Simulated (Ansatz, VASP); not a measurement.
## Al2O3 (Al2O3 (R-3c)) in two plane-wave programs

One calculation is typed for both programs; each brings its own data sets. How far apart do they land? The cell is taken from a series of runs on this material, whose earlier steps may have relaxed, scaled, displaced or heated it; both programs get it as it stands.

Main program and level: Ansatz 0.2.0; plane waves, with VASP 6.6.1 beside it; single point at HSE06.

## 1. The structure

Symmetry: R-3c, No. 167, trigonal system. The conventional cell has a = 4.808 Å, b = 4.808 Å, c = 13.123 Å, α = 90.00°, β = 90.00°, γ = 120.00°. Nearest to Al lie 6 O at 1.87 to 1.99 Å. Nearest to O lie 4 Al at 1.87 to 1.99 Å. Farther neighbours and most contacts between anions are not listed.

As a file:

```xyz
10
Lattice="2.4039 1.3879 4.3742 -2.4039 1.3879 4.3742 0.0000 -2.7758 4.3742" Properties=species:S:1:pos:R:3 pbc="T T T"
Al    0.0000    0.0000    8.5024
Al    0.0000    0.0000   11.1815
Al    0.0000    0.0000    1.9411
Al    0.0000    0.0000    4.6202
O     0.9311   -1.3879    5.4678
O     1.6675    0.1124    7.6549
O    -1.6675   -0.1124    5.4678
O     0.7364    1.5003    5.4678
O    -0.7364   -1.5003    7.6549
O    -0.9311    1.3879    7.6549
```

## 2. VASP: single point, HSE06

With cell and atoms fixed, the geometry can't cause a difference; cores, projectors, grids and the points listed under the comparison can.

Lines of VASP's logs that name or quote its potential files are left out, and so is its time.

The run reads the wave functions of an earlier VASP run, which isn't shown here.

Input file INCAR:

```
SYSTEM = Al2O3
PREC = Accurate
ENCUT = 520
EDIFF = 1E-06
NELM = 100
ISMEAR = -1
SIGMA = 0.01
LREAL = .FALSE.
ALGO = Normal
LHFCALC = .TRUE.
AEXX = 0.25
GGA = PE
HFSCREEN = 0.208
LASPH = .TRUE.
NBANDS = 34
PRECFOCK = Fast
LORBIT = 11
LWAVE = .FALSE.
LCHARG = .FALSE.
ISIF = 2
```

Input file POSCAR:

```
Al2O3
1.0
    2.4039417609      1.3879164211      4.3742071005
   -2.4039417609      1.3879164211      4.3742071005
    0.0000000000     -2.7758328473      4.3742070989
Al O
4 6
Direct
    0.6479215365      0.6479215365      0.6479215365
    0.8520784635      0.8520784635      0.8520784635
    0.1479215365      0.1479215365      0.1479215365
    0.3520784635      0.3520784635      0.3520784635
    0.4436564203      0.0563435797      0.7500000000
    0.9436564203      0.2500000000      0.5563435797
    0.0563435797      0.7500000000      0.4436564203
    0.7500000000      0.4436564203      0.0563435797
    0.2500000000      0.5563435797      0.9436564203
    0.5563435797      0.9436564203      0.2500000000
```

Input file KPOINTS:

```
Automatic mesh
0
Gamma
1 1 1
0 0 0
```

PAW data sets: Al and O (PBE family, release 64).

The run is started by

```bash
export OMP_NUM_THREADS=3
mpirun -np 1 vasp_gam
```

Numbers of over 12 decimals in the logs are rounded to 6 here.

Output:

```text
[banner, memory and clock lines left out]
running    1 mpi-ranks, on    1 nodes
 distrk:  each k-point on    1 cores,    1 groups
 distr:  one band on    1 cores,    1 groups
 Offloading initialized ...    1 GPUs detected
 POSCAR found type information on POSCAR AlO
 POSCAR found :  2 types and      10 ions
 LDA part: xc-table for (Slater+PW92), standard interpolation
 found WAVECAR, reading the header
 POSCAR, INCAR and KPOINTS ok, starting setup
 FFT: planning ... GRIDC
 FFT: planning ... GRID_SOFT
 FFT: planning ... GRID
 reading WAVECAR
 the WAVECAR file was read successfully
 initial charge from wavefunction
 entering main loop
       N       E                     dE             d eps       ncg     rms          rms(c)
DAV:   1    -0.902107558452E+02   -0.90211E+02   -0.20717E+00    94   0.775E+00    0.149E+01
DAV:   2    -0.902205424535E+02   -0.97866E-02   -0.24298E-02    86   0.785E-01    0.100E+01
DAV:   3    -0.902176897254E+02    0.28527E-02   -0.11550E-03    78   0.224E-01    0.605E+00
DAV:   4    -0.902165832911E+02    0.11064E-02   -0.34999E-04    78   0.109E-01    0.360E+00
DAV:   5    -0.902162330745E+02    0.35022E-03   -0.12147E-04    78   0.651E-02    0.212E+00
DAV:   6    -0.902161153733E+02    0.11770E-03   -0.35402E-05    78   0.394E-02    0.123E+00
DAV:   7    -0.902160763836E+02    0.38990E-04   -0.12587E-05    78   0.247E-02    0.715E-01
DAV:   8    -0.902160634606E+02    0.12923E-04   -0.42308E-06    78   0.140E-02    0.412E-01
DAV:   9    -0.902160598308E+02    0.36298E-05   -0.12362E-06    52   0.787E-03    0.243E-01
DAV:  10    -0.902160585984E+02    0.12323E-05   -0.67486E-07    34   0.595E-03    0.139E-01
DAV:  11    -0.902160584472E+02    0.15127E-06   -0.22522E-07    42   0.325E-03
   1 F= -.90216058E+02 E0= -.90216058E+02  d E =-.667078E-11
```

Parts of OUTCAR (step 2):

```text
ion  position               nearest neighbor table
   1  0.648  0.648  0.648-   6 1.87   9 1.87  10 1.87   5 1.99   7 1.99   8 1.99   2 2.68   4 2.82
                             4 2.82   4 2.82   2 3.25   2 3.25   2 3.25
   2  0.852  0.852  0.852-   9 1.87   6 1.87  10 1.87   5 1.99   8 1.99   7 1.99   1 2.68   3 2.82
                             3 2.82   3 2.82   1 3.25   1 3.25   1 3.25
   3  0.148  0.148  0.148-   8 1.87   7 1.87   5 1.87  10 1.99   9 1.99   6 1.99   4 2.68   2 2.82
                             2 2.82   2 2.82   4 3.25   4 3.25   4 3.25
   4  0.352  0.352  0.352-   7 1.87   8 1.87   5 1.87  10 1.99   6 1.99   9 1.99   3 2.68   1 2.82
                             1 2.82   1 2.82   3 3.25   3 3.25   3 3.25
   5  0.444  0.056  0.750-   3 1.87   4 1.87   1 1.99   2 1.99
   6  0.944  0.250  0.556-   1 1.87   2 1.87   4 1.99   3 1.99
   7  0.056  0.750  0.444-   4 1.87   3 1.87   1 1.99   2 1.99
   8  0.750  0.444  0.056-   3 1.87   4 1.87   2 1.99   1 1.99
   9  0.250  0.556  0.944-   2 1.87   1 1.87   3 1.99   4 1.99
  10  0.556  0.944  0.250-   1 1.87   2 1.87   3 1.99   4 1.99

  LATTYP: Found a trigonal (rhomboedric) cell.
 ALAT       =     5.1806308245
 COS(alpha) =     0.5693617626

 Subroutine GETGRP returns: Found 12 space group operations
 (whereof  6 operations were pure point group operations)

The static configuration has the point symmetry S_6 .
 The point group associated with its full space group is D_3d.

 Found      1 irreducible k-points:

   k-points           NKPTS =      1   k-points in BZ     NKDIM =      1   number of bands    NBANDS=     34

   dimension x,y,z NGX =    40 NGY =   40 NGZ =   40
   dimension x,y,z NGXF=    80 NGYF=   80 NGZF=   80

   ENCUT  =  520.0 eV  38.22 Ry    6.18 a.u.   9.63  9.63  9.63*2*pi/ulx,y,z

   NELECT =      48.0000    total number of electrons

 k-points in reciprocal lattice and weights: Automatic mesh
   0.00000000  0.00000000  0.00000000       1.000

  exchange ACFDT corr.  =         0.00000000  see jH, gK, PRB 81, 115126

 average (electrostatic) potential at core
       1 -68.1375       2 -68.1375       3 -68.1375       4 -68.1375       5 -61.1031
       6 -61.1031       7 -61.1031       8 -61.1031       9 -61.1031      10 -61.1031

 E-fermi :   4.6763

 k-point     1 :       0.0000    0.0000    0.0000
  band No.  band energies     occupation
    ...
     20       3.9236      2.00000
     21       3.9236      2.00000
     22       4.4110      2.00000
     23       4.4110      2.00000
     24       4.4184      2.00000
     25      12.4492      0.00000
     26      15.4843      0.00000
     27      17.0481      0.00000
     28      17.9475      0.00000
     29      17.9475      0.00000
    ...

  Total       -7.0004672     -7.0004672     -5.0667085      0.0000000     -0.0000000      0.0000000
  in kB     -128.0854391   -128.0854391    -92.7040377      0.0000000     -0.0000000      0.0000000
  external PRESSURE =    -116.2916387 kB  Pullay stress =       0.0000000 kB

  energy-cutoff  :      520.00
  volume of cell :       87.57
      direct lattice vectors                 reciprocal lattice vectors
     2.403941761  1.387916421  4.374207100     0.207991728  0.120084080  0.076204287
    -2.403941761  1.387916421  4.374207100    -0.207991728  0.120084080  0.076204287
     0.000000000 -2.775832847  4.374207099     0.000000000 -0.240168160  0.076204287

 POSITION                                       TOTAL-FORCE (eV/Angst)
 -----------------------------------------------------------------------------------
      0.00000     -0.00000      8.50243         0.000000      0.000000     -0.139196
      0.00000     -0.00000     11.18150         0.000000     -0.000000      0.139196
      0.00000     -0.00000      1.94112         0.000000      0.000000     -0.139196
      0.00000     -0.00000      4.62019         0.000000     -0.000000      0.139196
      0.93108     -1.38792      5.46776        -0.450332      0.000000     -0.000000
      1.66751      0.11238      7.65486        -0.225166     -0.389999     -0.000000
     -1.66751     -0.11238      5.46776         0.225166      0.389999      0.000000
      0.73643      1.50029      5.46776         0.225166     -0.389999     -0.000000
     -0.73643     -1.50029      7.65486        -0.225166      0.389999      0.000000
     -0.93108      1.38792      7.65486         0.450332      0.000000     -0.000000
 -----------------------------------------------------------------------------------
    total drift:                               -0.000000      0.000000     -0.000000

  FREE ENERGIE OF THE ION-ELECTRON SYSTEM (eV)
  ---------------------------------------------------
  free  energy   TOTEN  =       -90.2160584472 eV

  energy  without entropy=      -90.2160584472  energy(sigma->0) =      -90.21605845

 total charge
# of ion       s       p       d       tot
------------------------------------------
    1        0.347   0.379   0.000   0.726
    2        0.347   0.379   0.000   0.726
    3        0.347   0.379   0.000   0.726
    4        0.347   0.379   0.000   0.726
    5        1.524   3.686   0.000   5.210
    6        1.524   3.686   0.000   5.210
    7        1.524   3.686   0.000   5.210
    8        1.524   3.686   0.000   5.210
    9        1.524   3.686   0.000   5.210
   10        1.524   3.686   0.000   5.210
--------------------------------------------------
tot         10.531  23.635   0.000  34.165
```

The run ends at a pressure of -11.63 GPa, with forces up to 0.45 eV/Å.

## 3. Ansatz: single point, HSE06

Ansatz runs on its PAW soft_1 files.

The same cell, functional, mesh and smearing now go to Ansatz.

Input file input.yaml:

```yaml
crystal:
  checkpoint: "../host.kms.run"
basis:
  ecutwfc: 420.0
  ecutrho_ratio: 4
  xc_grid: 2
  fft_grid_basis: typed
  precision: f64
kpoints:
  mp_grid: { grid: [1, 1, 1] }
hamiltonian:
  xc: hse06
  pseudopotentials:
    kind: paw
    azcp: { folder: soft_1, O: "soft_1/O.paw.azcp", Al: "soft_1/Al.paw.azcp" }
scf:
  max_iter: 80
  occupations: { method: fermi_dirac, width: 0.01 }
output:
  eigenvalues: true
checkpoint:
  write: "../edges.kms.run"
  compress: false
  write_wavefunctions: false
  write_every: 100000
```

The run is started by

```bash
ansatz run input.yaml --threads 8 --pin off --max-ram 17899MiB --backend cpu --events-out ev --progress --plain --runs-dir out
```

Output:

```text
crystal.checkpoint: the structure is that of <dir>, a `scf` run: its result, under hse06 at a charge of 0 e; 10 atoms read, 0 with a starting moment; no density is read with it (checkpoint.read); crystal.structure_sha256 for this input is
exact exchange: scf.exx.singularity resolves to wigner_seitz, which cuts the screened interaction at the faces of the exchange supercell's Wigner-Seitz cell, so that each pair interacts once, at the shortest of its separations (the periodic images that this leaves out come, for a point-like exchange hole, to about 1.496 eV on a filled level). The cut falls within the interaction's reach, and what an exchange supercel [...]
Engine: ansatz 0.2.0, aarch64-unknown-linux-gnu
Pseudopotentials: kind: paw
Pseudopotential: Al, paw, valence charge 3, recommended cutoff 420 eV (normal), soft_1/Al.paw.azcp
Pseudopotential: O, paw, valence charge 6, recommended cutoff 420 eV (normal), soft_1/O.paw.azcp
Functional definition: HSE06
  parameter a = 0.25
  parameter omega = 0.11/bohr
  exchange = pbe_x - a*pbe_x_sr(omega) + a*exact_x_sr(omega)
  correlation = pbe_c
Crystal: 10 atoms, lattice volume = 87.566 Å³
Basis set: ecut = 420 eV, 1707 PW (Γ), exchange–correlation on 72×72×72 points (8 copies of the dense FFT grid, shifted against one another)
Bands: 34, of which v1, the nominal top of the filled ones, is band 24 counted from 1 (23 counted from 0)
Symmetry: 12 space group operations
Space group: R-3c (ITA 167), of the structure as read, at distance tolerance 4.4e-5 Å
k-points: 1
Non-local potential: Al, projectors of the file, l = 0: 2, l = 1: 2, l = 2: 1
Non-local potential: O, projectors of the file, l = 0: 2, l = 1: 2, l = 2: 1
PAW form: soft (Blöchl's): semilocal exchange-correlation on the pseudo side does not see the compensation charge
PAW frozen core: Al, regenerated for the run's functional, and the local potential with it (the file was generated under x = pbe(κ = 0.804, μ = 0.219515), c = pbe(β = 0.066725))
PAW frozen core: O, regenerated for the run's functional, and the local potential with it (the file was generated under x = pbe(κ = 0.804, μ = 0.219515), c = pbe(β = 0.066725))
PAW one-centre angular grid: Al, 110 points (default); XC on 64 Gauss nodes
PAW one-centre angular grid: O, 110 points (default); XC on 96 Gauss nodes
Initial density: superposition of atomic densities (chi_scale 0.1, normalization cell, long waves kept (reshape's long-wave potential 0.00 eV rms))
Initial wavefunctions: pseudopotential atomic-orbital guess
Functional: x = pbe(κ = 0.804, μ = 0.219515), c = pbe(β = 0.066725), warm-up for x = pbe(κ = 0.804, μ = 0.219515) + 0.25 (exact − pbe) at short range (hse, ω = 0.207870 Å⁻¹), c = pbe(β = 0.066725); HSE06 as pw.x's `hse` composes it (authors' and Libxc's form: `xc: wpbeh`)
SCF iter   1: F=—  HF=-5571.919180 eV  |F-HF|=—  |Δ(HF+E_count)|=         —  Δρ=1.34e-1  dr2=1.48e1  ethr=1.00e-1  ⟨swp⟩=5.0  Hψ=109  notcnv=0
preconditioner: auto → none  [insulator: Δε(μ)=6.863 eV  Ē_g=18.074 eV  σ=0.010 eV  W_gap=1.00  n_scr=20 (ndim 8)  ℏωp=27.5 eV  f_vac=0.000  D(μ)=0.00/eV (n_scr^D=0)]
SCF iter   2: F=—  HF=-5568.412709 eV  |F-HF|=—  |Δ(HF+E_count)|=    3.51e0  Δρ=7.08e-2  dr2=1.80e0  ethr=3.09e-2  ⟨swp⟩=5.0  Hψ=99  notcnv=0
SCF iter   3: F=—  HF=-5567.977307 eV  |F-HF|=—  |Δ(HF+E_count)|=   4.35e-1  Δρ=2.24e-2  dr2=1.90e-1  ethr=3.76e-3  ⟨swp⟩=3.0  Hψ=85  notcnv=0
iter 4 solved again at ethr=6.08e-6 eV; its pass at ethr=3.96e-4 eV (dr2=2.92e-3 eV) is discarded
SCF iter   4: F=-5568.007842 eV  HF=-5568.009906 eV  |F-HF|=2.06e-3  |Δ(HF+E_count)|=   3.26e-2  Δρ=2.29e-3  dr2=3.06e-3  ethr=6.08e-6  ⟨swp⟩=5.0  Hψ=183  notcnv=0
SCF 1 stopped early in 4 iterations: F = -5568.007842 eV  dr2 = 3.06e-3
  greatest PAW one-centre occupation: 0.843 electrons in one spin orbital (limit 2), on the O atom at site 9 (counted from 0), in its partial waves of l = 0
Initial density: handed on by an earlier stage of this run
Initial wavefunctions: those handed on with the density
Functional: x = pbe(κ = 0.804, μ = 0.219515) + 0.25 (exact − pbe) at short range (hse, ω = 0.207870 Å⁻¹), c = pbe(β = 0.066725); HSE06 as pw.x's `hse` composes it (authors' and Libxc's form: `xc: wpbeh`)
Exchange kernel: α = 0.2500, screened, ω = 0.2079 Å⁻¹, Wigner–Seitz truncation, v(0) = 405.8333 eV·Å³, q-mesh 1×1×1, nearest image of the exchange supercell L = 4.81 Å, pair-density grid 24×24×24, without the augmentation charges, whose exchange is taken in its separable form (sized by the pseudopotential files, 27×30×32 at the most)
Frozen-core exchange: fock
SCF iter   1: F=—  HF=-5569.497045 eV  |F-HF|=—  |Δ(HF+E_count)|=         —  Δρ=7.37e-3  dr2=3.45e-2  ethr=6.38e-5  ⟨swp⟩=5.0  Hψ=136  notcnv=0
preconditioner: auto → none  [insulator: Δε(μ)=7.909 eV  Ē_g=19.707 eV  σ=0.010 eV  W_gap=1.00  n_scr=20 (ndim 8)  ℏωp=27.5 eV  f_vac=0.000  D(μ)=0.00/eV (n_scr^D=0)]
SCF iter   2: F=—  HF=-5569.484304 eV  |F-HF|=—  |Δ(HF+E_count)|=   1.27e-2  Δρ=1.89e-3  dr2=2.74e-3  ethr=6.38e-5  ⟨swp⟩=3.0  Hψ=70  notcnv=0
SCF iter   3: F=—  HF=-5569.497014 eV  |F-HF|=—  |Δ(HF+E_count)|=   1.27e-2  Δρ=1.22e-3  dr2=4.12e-4  ethr=3.55e-6  ⟨swp⟩=5.0  Hψ=117  notcnv=0
SCF iter   4: F=-5569.496876 eV  HF=-5569.496881 eV  |F-HF|=4.94e-6  |Δ(HF+E_count)|=   1.34e-4  Δρ=9.47e-5  dr2=1.10e-5  ethr=8.06e-7  ⟨swp⟩=2.0  Hψ=63  notcnv=0
SCF 2 stopped early in 4 iterations: F = -5569.496876 eV  dr2 = 1.10e-5
  greatest PAW one-centre occupation: 0.847 electrons in one spin orbital (limit 2), on the O atom at site 9 (counted from 0), in its partial waves of l = 0
hybrid outer 1: dexx = +1.483e-2 eV, tail = 3.80e-5 eV
Exchange kernel: α = 0.2500, screened, ω = 0.2079 Å⁻¹, Wigner–Seitz truncation, v(0) = 405.8333 eV·Å³, q-mesh 1×1×1, nearest image of the exchange supercell L = 4.81 Å, pair-density grid 24×24×24, without the augmentation charges, whose exchange is taken in its separable form (sized by the pseudopotential files, 27×30×32 at the most)
Frozen-core exchange: fock
SCF iter   1: F=—  HF=-5569.496955 eV  |F-HF|=—  |Δ(HF+E_count)|=         —  Δρ=9.50e-5  dr2=2.54e-6  ethr=3.96e-7  ⟨swp⟩=5.0  Hψ=90  notcnv=0
preconditioner: auto → none  [insulator: Δε(μ)=7.896 eV  Ē_g=19.681 eV  σ=0.010 eV  W_gap=1.00  n_scr=20 (ndim 8)  ℏωp=27.5 eV  f_vac=0.000  D(μ)=0.00/eV (n_scr^D=0)]
iter 2 solved again at ethr=4.54e-10 eV; its pass at ethr=5.17e-9 eV (dr2=2.18e-7 eV) is discarded
SCF iter   2: F=—  HF=-5569.496955 eV  |F-HF|=—  |Δ(HF+E_count)|=   1.83e-7  Δρ=2.47e-5  dr2=2.84e-7  ethr=4.54e-10  ⟨swp⟩=3.0  Hψ=144  notcnv=0
SCF iter   3: F=—  HF=-5569.496955 eV  |F-HF|=—  |Δ(HF+E_count)|=   2.54e-8  Δρ=1.25e-5  dr2=1.51e-7  ethr=4.54e-10  ⟨swp⟩=4.0  Hψ=83  notcnv=0
SCF iter   4: F=-5569.496956 eV  HF=-5569.496956 eV  |F-HF|=1.13e-8  |Δ(HF+E_count)|=   1.19e-6  Δρ=6.88e-6  dr2=2.98e-8  ethr=1.23e-10  ⟨swp⟩=5.0  Hψ=115  notcnv=0
SCF 3 converged in 4 iterations: F = -5569.496956 eV  dr2 = 2.98e-8
hybrid outer 2: dexx = +1.479e-6 eV, tail = 6.45e-8 eV, Δε = 1.96e-3 eV (about 8.66e-5 eV left of the loop's levels)
hybrid SCF converged: 2 outer / 8 inner (+4 warm-up), last move |dexx| = 1.48e-6 eV, tail = 6.45e-8 eV
Stability not checked: this state was not tested for a lower state beside it, because the functional holds exact exchange (a hybrid, or Hartree-Fock), whose exchange loop this test does not read (fock_operator; see scf.lower_state_search)
Free energy (F): -5569.496957 eV
Frozen-core exchange: fock
Harris-Foulkes:  -5569.496957 eV  (|F-HF|=1.13e-8)
Internal energy: -5569.496957 eV  (E = F + TS)
E sigma→0 (E₀):  -5569.496957 eV
Fermi energy:    10.016150 eV
--- Per-component energies (eV) ---
  E_band       = -29.459719
  E_kinetic    = 1143.796402
  E_local      = -1996.366899  (includes V_loc(G=0)·N_el)
  E_nonlocal   = 343.109258
  E_hartree    = 763.597326
  E_xc         = -475.186478
  E_vxc        = -541.501990  (∫ρ·V_xc dr)
  E_exx        = -136.205718  (= α·E_x^exact, valence–valence)
  E_paw        = -2838.030801  (= ΣΔE_a)
  E_vpaw       = -233.279509  (= ΣTr[D̂ρ^β])
  E_aug_tail   = 0.004774  (compensation charges beyond the density's cutoff)
  E_ewald      = -2373.875469
  E_core_change = -0.339351  (= ΣΔE_core)
  E_smearing   = -0.000000  (= −TS)
  E_closure    = 0.000000  (closes the sum)
  Σ components = -5569.496957   (vs F -5569.496957, Δ=0.00e0)
--- Band table (eV) ---
  k-point 0: bands = [... 20 lower, 5.5645, 6.0547, 6.0637, 6.0637, 13.9598, 16.9935, 18.5840, 19.4606, ... 6 higher]
```

## 4. Differences

Known differences besides the potentials themselves: exact exchange at q = 0 is treated differently, which shows on coarse meshes; VASP keeps PBE cores, Ansatz makes them for the functional; the cutoff is 420 eV in Ansatz and 520 eV in VASP; VASP takes a coarser grid for exact exchange (PRECFOCK = Fast). Total energies have different zeros and are not compared.

Both answers:

```tsv
quantity	Ansatz	VASP	difference
gap on the k mesh (eV)	7.896	8.031	-0.135
```

A gap on the mesh is an upper bound, since the band edges may lie between its points.

## 5. Outcome

| Property | Result |
| --- | --- |
| difference in gap on the k mesh (single point, HSE06) | -0.13 eV |

The difference in gap on the k mesh is -0.13 eV (single point, HSE06), beyond the 0.08 eV picked in this series as the mark of a large difference. What causes the difference of the single point, HSE06 pair stays open here. Such differences can come from data sets, numerical settings and the points named under the comparisons, not from the functional's error against experiment.

[Lines on the potential files, build, host, timing and source positions are cut from VASP's logs without a mark.]

[Logs are printed without paths, hosts, clocks, repeated set-up lines and the standing remarks that a program may print on its own settings, such as how far it seeks lower states.]

[Hosts, paths, dates, database ids (printed as entryN), source tags and the programs' standing remarks are cut or masked in the printed files.]
